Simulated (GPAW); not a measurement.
# Fe2Ge (P6/mmm) in GPAW: equation of state with LDA

Aim: the equation of state of Fe2Ge with LDA.

All numbers are computed with GPAW 26.7.0; they aren't measurements. Logs are shortened: lines on timing, memory, paths and dates and some standing lists are left out, and cuts for length are marked. The log counts tension as positive stress, the text compression.

## (1) The crystal as given

Symmetry: P6/mmm, No. 191, hexagonal system. Conventional cell: a = 4.164 Å, b = 4.164 Å, c = 2.626 Å, α = 90.00°, β = 90.00°, γ = 120.00°. Around Ge (site symmetry 6/mmm) lie 2 Ge at 2.63 Å and 12 Fe at 2.74 Å. Around Fe (site symmetry -6m2) lie 5 Fe at 2.40 to 2.63 Å and 6 Ge at 2.74 Å.

The cell comes from a database or a generator and needn't be the stable form of this composition.

## (2) Equation of state, LDA, collinear spin, ferromagnetic start

File run.py:

```python
from ase import Atoms
from ase.eos import EquationOfState
from ase.io import Trajectory
from ase.units import GPa
from gpaw import GPAW, PW

atoms = Atoms(['Ge', 'Fe', 'Fe'],
              cell=[[4.1636340796, 0.0, 0.0],
                    [-2.0818170398, 3.605812885, 0.0],
                    [0.0, 0.0, 2.626466]],
              scaled_positions=[[0.0, 0.0, 0.0],
                                [0.3333333333, 0.6666666667, 0.5],
                                [0.6666666667, 0.3333333333, 0.5]],
              pbc=True)
atoms.set_initial_magnetic_moments([0.0, 3.0, 3.0])

traj = Trajectory('eos.traj', 'w')
volumes, energies = [], []
for x in [0.94, 0.96, 0.98, 1.0, 1.02, 1.04, 1.06]:
    a = atoms.copy()
    a.set_cell(atoms.cell * x**(1 / 3), scale_atoms=True)
    calc = GPAW(mode=PW(600),
                xc='LDA',
                kpts={'size': (6, 6, 8), 'gamma': True},
                occupations={'name': 'fermi-dirac', 'width': 0.05},
                nbands=23,
                convergence={'density': 1e-05, 'energy': 1e-05},
                maxiter=150,
                txt=f'eos-{x:.2f}.txt')
    a.calc = calc
    energies.append(a.get_potential_energy(force_consistent=True))
    volumes.append(a.get_volume())
    p = -a.get_stress()[:3].mean() / GPa
    calc.write(f'eos-{x:.2f}.gpw')
    traj.write(a)
    print(f'{x:.2f} {volumes[-1]:10.4f} A^3 {energies[-1]:14.6f} eV {p:9.3f} GPa', flush=True)

v0, e0, B = EquationOfState(volumes, energies, eos='birchmurnaghan').fit()
print(f'V0 = {v0:.4f} A^3, E0 = {e0:.6f} eV, B0 = {B / GPa:.2f} GPa')
```

Potentials or basis: the program's PAW data sets (release 1.2.1) made for this functional, pw.

Started as:

```bash
> OMP_NUM_THREADS=1 python run.py
```

What it wrote:

```text
__  _  _
 | _ |_)|_||  |
 |__||  | ||/\| - 26.7.0

Input parameters:
  mode=PW(ecut=600.0),
  convergence={'density': 1e-05, 'energy': 1e-05},
  kpts=MonkhorstPack(size=(6, 6, 8), gamma=True),
  maxiter=150,
  nbands=23,
  occupations=Occupations(name='fermi-dirac', width=0.05),
  xc=XC(name='LDA')

Diagonalizing LCAO Hamiltonian
Converting LCAO to pw mode

         Fe  Fe

       Ge

Atoms  # Å, Bohr magnetons
|   | symbol |         x |        y |        z |    initial magnetic moments |
|---|--------|-----------|----------|----------|-----------------------------|
| 0 |     Ge |  0.000000 | 0.000000 | 0.000000 | ( 0.0000,  0.0000,  0.0000) |
| 1 |     Fe | -0.000000 | 2.354803 | 1.286425 | ( 0.0000,  0.0000,  3.0000) |
| 2 |     Fe |  2.039319 | 1.177401 | 1.286425 | ( 0.0000,  0.0000,  3.0000) |

Unit cell  # Å
| periodic |         x |        y |        z |  lengths |     angles |
|----------|-----------|----------|----------|----------|------------|
|      yes |  4.078638 | 0.000000 | 0.000000 | 4.078638 |  90.000000 |
|      yes | -2.039319 | 3.532204 | 0.000000 | 4.078638 |  90.000000 |
|      yes |  0.000000 | 0.000000 | 2.572850 | 2.572850 | 120.000000 |

Number of symmetries: 24
Symmetry operations  # r_c * U_cc + t_c -> r_c
|    | kind |            matrix            |
|----|------|------------------------------|
|  0 |  σ   |  1, 1, 0,  0,-1, 0,  0, 0, 1 |
|  1 |  C2  |  1, 1, 0,  0,-1, 0,  0, 0,-1 |
|  2 |  C6  |  1, 1, 0, -1, 0, 0,  0, 0, 1 |
|  3 |  S6  |  1, 1, 0, -1, 0, 0,  0, 0,-1 |
|  4 |  E   |  1, 0, 0,  0, 1, 0,  0, 0, 1 |
|  5 |  σ   |  1, 0, 0,  0, 1, 0,  0, 0,-1 |
|  6 |  σ   |  1, 0, 0, -1,-1, 0,  0, 0, 1 |
|  7 |  C2  |  1, 0, 0, -1,-1, 0,  0, 0,-1 |
|  8 |  σ   |  0, 1, 0,  1, 0, 0,  0, 0, 1 |
|  9 |  C2  |  0, 1, 0,  1, 0, 0,  0, 0,-1 |
| 10 |  C3  |  0, 1, 0, -1,-1, 0,  0, 0, 1 |
| 11 |  S3  |  0, 1, 0, -1,-1, 0,  0, 0,-1 |
| 12 |  C6  |  0,-1, 0,  1, 1, 0,  0, 0, 1 |
| 13 |  S6  |  0,-1, 0,  1, 1, 0,  0, 0,-1 |
| 14 |  σ   |  0,-1, 0, -1, 0, 0,  0, 0, 1 |
| 15 |  C2  |  0,-1, 0, -1, 0, 0,  0, 0,-1 |
| 16 |  σ   | -1, 0, 0,  1, 1, 0,  0, 0, 1 |
| 17 |  C2  | -1, 0, 0,  1, 1, 0,  0, 0,-1 |
| 18 |  C2  | -1, 0, 0,  0,-1, 0,  0, 0, 1 |
| 19 |  i   | -1, 0, 0,  0,-1, 0,  0, 0,-1 |
| 20 |  C3  | -1,-1, 0,  1, 0, 0,  0, 0, 1 |
| 21 |  S3  | -1,-1, 0,  1, 0, 0,  0, 0,-1 |
| 22 |  σ   | -1,-1, 0,  0, 1, 0,  0, 0, 1 |
| 23 |  C2  | -1,-1, 0,  0, 1, 0,  0, 0,-1 |

BZ-sampling:
  Number of BZ points: 288
  Number of IBZ points: 35

  Monkhorst-Pack size: [6, 6, 8]
  Monkhorst-Pack shift: [0.08333333333333333, 0.08333333333333333, 0.0625]

K-points  # in reciprocal-cell coordinates
|     |                                coordinates |     weight |
|-----|--------------------------------------------|------------|
|   0 | (  0.00000000,   0.00000000,   0.00000000) | 0.00347222 |
|   1 | (  0.00000000,   0.00000000,   0.12500000) | 0.00694444 |
|   2 | (  0.00000000,   0.00000000,   0.25000000) | 0.00694444 |
|   3 | (  0.00000000,   0.00000000,   0.37500000) | 0.00694444 |
|   4 | (  0.00000000,   0.00000000,   0.50000000) | 0.00347222 |
|   5 | (  0.16666667,   0.00000000,   0.00000000) | 0.02083333 |
|   6 | (  0.16666667,   0.00000000,   0.12500000) | 0.04166667 |
|   7 | (  0.16666667,   0.00000000,   0.25000000) | 0.04166667 |
|   8 | (  0.16666667,   0.00000000,   0.37500000) | 0.04166667 |
|   9 | (  0.16666667,   0.00000000,   0.50000000) | 0.02083333 |
| ... |                                            |            |
|  34 | (  0.50000000,   0.50000000,   0.50000000) | 0.01041667 |

Plane wave coefficients: 1270
Cutoff: 600.0 eV

Spin-components: 2 (collinear spins)
Bands:           23
Projectors:      17
Spin-degeneracy: 1
Datatype:        complex128

Parallelization:
  kpt:    1
  domain: 1
  band:   1

Density:
  Valence electrons: 20.0
  Components: 2
  Grid points: [24 24 15]
  Charge: 0.0  # |e|

Potential:
  Grid points: [24 24 15]

species:
  Ge:
    name:    Germanium
    Z:       32.0
    valence: 4
    core:    28
    charge:  0.0  # [|e|]
    compensation charges:
      type: gauss
      rc: 0.32  # [Å]
      lmax: 2
    cutoffs:
      filter: 1.77  # [Å]
      core: 3.42  # [Å]
    projectors
    | kind |    occ | energy [eV] | rcut [Å] |
    |------|--------|-------------|----------|
    |   4s |  2.000 |     -11.940 |    1.005 |
    |   4p |  2.000 |      -4.047 |    1.005 |
    |    s |        |      15.272 |    1.005 |
    |    p |        |      23.164 |    1.005 |
    |    d |        |       0.000 |    1.005 |

    Using partial waves for Ge as LCAO basis

  Fe:
    name:    Iron
    Z:       26.0
    valence: 8
    core:    18
    charge:  0.0  # [|e|]
    compensation charges:
      type: gauss
      rc: 0.33  # [Å]
      lmax: 2
    cutoffs:
      filter: 2.06  # [Å]
      core: 2.67  # [Å]
    projectors
    | kind |    occ | energy [eV] | rcut [Å] |
    |------|--------|-------------|----------|
    |   4s |  2.000 |      -5.481 |    1.164 |
    |   4p |  0.000 |      -1.431 |    1.058 |
    |   3d |  6.000 |      -7.753 |    1.058 |
    |    s |        |      21.730 |    1.164 |
    |    p |        |      25.780 |    1.058 |
    |    d |        |      19.459 |    1.058 |

    Using partial waves for Fe as LCAO basis

Reference energy: -126133.696455  # eV

eigensolver:
  PPCG
  Converge bands: occupied
  niter=2

density mixing:
  MSR1-Mixer
  Pratt-step length: 0.05
  Maximum mixing coefficient: 0.75
  Old densities: 10
  SVD Regularization: 0.005
  Good broyden scale: 1.0
  Trust region scale: 1.0
  Backstep threshold: 4.0
  History deletion threshold: 6.0
  Fourier metric: weight=20.0, sigma=0.015

occupation numbers:
  Fermi-Dirac:
    width: 0.0500  # eV

poisson solver:
  ecut: 4800.0  # eV

xc functional:
  name: None

convergence criteria:
- Maximum integral of absolute [dens]ity change: 1e-05 electrons / valence electron
- Maximum [total energy] change in last 3 cyles: 1e-05 eV / valence electron
- Maximum integral of absolute [eigenst]ate change: 4e-08 eV^2 / valence electron
maximum number of iterations: 150

SCF iterations
|iter     | |      energy | eigst |  dens |  magmom |
|---------|-|-------------|-------|-------|---------|
|iter:   1| |  -25.050992 | +0.50 |       |  +6.0104|
|iter:   2| |  -24.871333 | -1.48 | -0.81 |  +5.9324|
|iter:   3| |  -24.615319 | -1.22 | -0.88 |  +5.4131|
|iter:   4| |  -24.677230 | -2.43 | -1.22 |  +4.9886|
|iter:   5| |  -24.705019 | -2.64 | -1.47 |  +4.6185|
|iter:   6| |  -24.712776 | -3.31 | -1.89 |  +4.3020|
|iter:   7| |  -24.715250 | -3.34 | -2.09 |  +4.1119|
|iter:   8| |  -24.714634 | -3.48 | -2.20 |  +3.9786|
|iter:   9| |  -24.714734 | -5.26 | -3.05 |  +3.9928|
|iter:  10| |  -24.714756c| -6.16 | -3.45 |  +3.9980|
|iter:  11| |  -24.714754c| -7.11 | -4.07 |  +3.9990|
|iter:  12| |  -24.714750c| -7.46c| -4.68 |  +3.9987|
|iter:  13| |  -24.714750c| -8.10c| -5.25c|  +3.9986|

Converged in 13 steps
Energy contributions relative to reference atoms: (reference = -126133.696455)

Energy contributions:
  Kinetic:          34.385126
  Coulomb:         -27.071260
  Zero:              0.066055
  External:          0.000000
  Xc:              -32.076876
  Entropy:          -0.035588
  Spinorbit:         0.000000
  ----------------------------
  Free energy:     -24.732544
  Extrapolated:    -24.714750

dipole moment: (-6.664729, -11.543650, -8.408368)  # |e|*Ang

Total magnetic moment: (0.000000, 0.000000, 3.998593)

Local magnetic moments
|        x |        y |         z |
|----------|----------|-----------|
| 0.000000 | 0.000000 | -0.008880 |  # Ge   0
| 0.000000 | 0.000000 |  1.935292 |  # Fe   1
| 0.000000 | 0.000000 |  1.935292 |  # Fe   2

Fermi level: 10.801
Eigenvalues  # (at kpt = [0.000, 0.000, 0.000])
| band index |      eig [eV] | occ [0-1] |      eig [eV] | occ [0-1] |
|------------|---------------|-----------|---------------|-----------|
|          0 |        -2.360 |     1.000 |        -2.231 |     1.000 |
|          1 |         5.907 |     1.000 |         6.565 |     1.000 |
|          2 |         5.907 |     1.000 |         6.565 |     1.000 |
|          3 |         6.802 |     1.000 |         7.989 |     1.000 |
|          4 |         7.945 |     1.000 |         9.294 |     1.000 |
|          5 |         8.101 |     1.000 |         9.438 |     1.000 |
[... 9 lines left out ...]
|         15 |        13.900 |     0.000 |        14.581 |     0.000 |
|         16 |        18.644 |     0.000 |        19.103 |     0.000 |
|        ... |               |           |               |           |
|         22 |        19.185 |     0.000 |        20.795 |     0.000 |

No gap
No difference between direct/indirect transitions

Stress tensor  # eV/Ang^3
|        x |         y |        z |
|----------|-----------|----------|
| 0.075627 | -0.000000 | 0.000000 |
| 0.000000 |  0.075627 | 0.000000 |
| 0.000000 |  0.000000 | 0.025764 |

# Writing to eos-0.94.gpw (mode='')
```

Wall time 5.3 min (1 thread of Arm Neoverse V1, shared host); peak memory 0.35 GiB.

Results:

```
Equilibrium volume : outside the volumes run
```

Energy against volume, from the lowest point:
```tsv
volume (Å³/atom)	energy (meV/atom)
12.355	0.00
12.618	15.96
12.881	33.89
13.144	54.07
13.407	76.73
13.670	102.09
13.933	129.94
```
